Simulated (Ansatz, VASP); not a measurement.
# One calculation of Ti, two programs

```xyz
1
Lattice="2.6120 0.0000 0.0000 0.0000 2.6120 0.0000 0.0000 0.0000 2.6120" Properties=species:S:1:pos:R:3 pbc="T T T"
Ti    0.0000    0.0000    0.0000
```

Alike in both runs: task single point; functional PBE; k mesh 8 × 8 × 8; occupations gaussian, width 0.1 eV; no spin polarisation.

```csv
,VASP,Ansatz
version,VASP 6.6.1,Ansatz 0.2.0
potentials or method,"VASP PAW PBE potentials, release 64 (Ti_sv)","scalar-relativistic, plane waves, PAW"
plane-wave cutoff (eV),520,420
valence electrons in the cell,12,12
```

```tsv
	VASP	Ansatz	Ansatz less VASP
gap on the k mesh at the Fermi level (eV)	none	none	-
pressure (GPa)	3.5	3.7	+0.15
```

A gap of «none» marks a metal or a gap that the smearing closes. The functional is the same, so the differences come from potentials, cutoffs and numerics.
